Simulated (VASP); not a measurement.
# BaZrO₃: forms and broadenings of the independent-particle spectrum

BaZrO₃, Pm-3m (no. 221), 5 atoms in the cell. PBE, independent-particle dielectric function; PAW potentials Ba_sv, Zr_sv, O (PBE set).

## Input

INCAR.step1:
```
EDIFF    = 1E-8           # SCF threshold, eV
ENCUT    = 460            # plane-wave cutoff, eV
ISMEAR   = 0              # smearing method
KPAR     = 4            
LASPH    = T              # aspherical terms in the spheres
LCHARG   = F              # write CHGCAR
LEPSILON = T              # dielectric tensor by DFPT
LWAVE    = F              # write WAVECAR
PREC     = Accurate       # precision mode
SIGMA    = 0.02           # smearing width, eV
```

INCAR.step2, as INCAR.step1 but for:
```
- LEPSILON = T
- LWAVE = F
+ LWAVE = T
+ NBANDS = 76
```

INCAR.step3, as INCAR.step2 but for:
```
- EDIFF = 1E-8
- LWAVE = T
+ ALGO = None
+ CSHIFT = 0.1
+ EDIFF = 1E-7
+ ISTART = 1
+ LOPTICS = T
+ LWAVE = F
+ NEDOS = 2000
+ NELM = 1
```

INCAR.step4, as INCAR.step3 but for:
```
+ LNABLA = T
```

INCAR.step5, as INCAR.step4 but for:
```
- LNABLA = T
+ IPEAD = 2
+ LPEAD = T
```

INCAR.step6, as INCAR.step5 but for:
```
- IPEAD = 2
+ IPEAD = 3
```

INCAR.step7 changes the same tag again: IPEAD = 4.

INCAR.step8, as INCAR.step7 but for:
```
- CSHIFT = 0.1
- IPEAD = 4
- LPEAD = T
+ CSHIFT = 0.2
```

INCAR.step9, as INCAR.step8 but for:
```
- CSHIFT = 0.2
+ CSHIFT = 0.5
```

INCAR.step10 changes the same tag again: CSHIFT = 0.3.

INCAR.step11, as INCAR.step10 but for:
```
- CSHIFT = 0.3
- ISMEAR = 0
+ CSHIFT = 0.1
+ ISMEAR = -5
```

INCAR.step12, as INCAR.step11 but for:
```
- ISMEAR = -5
- SIGMA = 0.02
+ ISMEAR = 0
+ SIGMA = 0.2
```

INCAR.step13, as INCAR.step12 but for:
```
- SIGMA = 0.2
+ OMEGAMAX = 12
+ SIGMA = 0.02
```

INCAR.step14, as INCAR.step13 but for:
```
- OMEGAMAX = 12
+ OMEGAMAX = 60
```

KPOINTS:
```
k-points
0
Gamma
  8 8 8
```

POSCAR:
```
BaZrO3
1.0
    4.1913400000      0.0000000000      0.0000000000
    0.0000000000      4.1913400000      0.0000000000
    0.0000000000      0.0000000000      4.1913400000
Ba Zr O
1 1 3
Direct
    0.0000000000      0.0000000000      0.0000000000
    0.5000000000      0.5000000000      0.5000000000
    0.5000000000      0.5000000000      0.0000000000
    0.5000000000      0.0000000000      0.5000000000
    0.0000000000      0.5000000000      0.5000000000
```

Commands (each step's output is kept before the next begins):
```
cat potpaw_PBE.64/Ba_sv/POTCAR potpaw_PBE.64/Zr_sv/POTCAR potpaw_PBE.64/O/POTCAR > POTCAR
cp INCAR.step1 INCAR
mpirun -np 4 vasp_std > vasp.out
rm WAVECAR CHG
cp INCAR.step2 INCAR
mpirun -np 4 vasp_std > vasp.out
cp INCAR.step3 INCAR
mpirun -np 4 vasp_std > vasp.out
cp INCAR.step4 INCAR
mpirun -np 4 vasp_std > vasp.out
cp INCAR.step5 INCAR
mpirun -np 4 vasp_std > vasp.out
cp INCAR.step6 INCAR
mpirun -np 4 vasp_std > vasp.out
cp INCAR.step7 INCAR
mpirun -np 4 vasp_std > vasp.out
cp INCAR.step8 INCAR
mpirun -np 4 vasp_std > vasp.out
cp INCAR.step9 INCAR
mpirun -np 4 vasp_std > vasp.out
cp INCAR.step10 INCAR
mpirun -np 4 vasp_std > vasp.out
cp INCAR.step11 INCAR
mpirun -np 4 vasp_std > vasp.out
cp INCAR.step12 INCAR
mpirun -np 4 vasp_std > vasp.out
cp INCAR.step13 INCAR
mpirun -np 4 vasp_std > vasp.out
cp INCAR.step14 INCAR
mpirun -np 4 vasp_std > vasp.out
```

## Result

- Direct gap on the mesh (eV): 3.42
- Gap on the mesh (eV): 3.19
- Bands: 76

One ground state, settings moved in the last step alone:

| Settings | ε at zero frequency | Mean energy of the absorption, weighted by Im ε (eV) | Time (s) |
|---|---|---|---|
| longitudinal form, CSHIFT 0.1 | 4.97 | 10.75 | 5 |
| transversal form (LNABLA) | 4.71 | 10.85 | 5 |
| finite differences (LPEAD), order 2 | 4.95 | 10.76 | 12 |
| finite differences (LPEAD), order 3 | 4.96 | 10.75 | 15 |
| finite differences (LPEAD), order 4 | 4.96 | 10.75 | 19 |
| CSHIFT 0.2 | 4.96 | 10.74 | 5 |
| CSHIFT 0.5 | 4.95 | 10.71 | 5 |
| CSHIFT 0.3 | 4.96 | 10.73 | 5 |
| tetrahedron method | 4.93 | 10.81 | 6 |
| SIGMA 0.2 | 4.97 | 10.75 | 6 |
| OMEGAMAX 12, which cuts the spectrum short | 4.03 | – | 5 |
| OMEGAMAX 60 | 4.96 | 10.75 | 5 |

The mean energy covers the spectrum up to 20 eV.

On the same mesh, density-functional perturbation theory with local fields gives ε = 4.87.

Limits: Spin-orbit coupling is left out, which can matter with atoms this heavy.

VASP 6.6.1 took 493 s on 4 cores (Intel Xeon Platinum 8259CL @ 2.50GHz (Skylake/Cascade Lake)), a shared host.
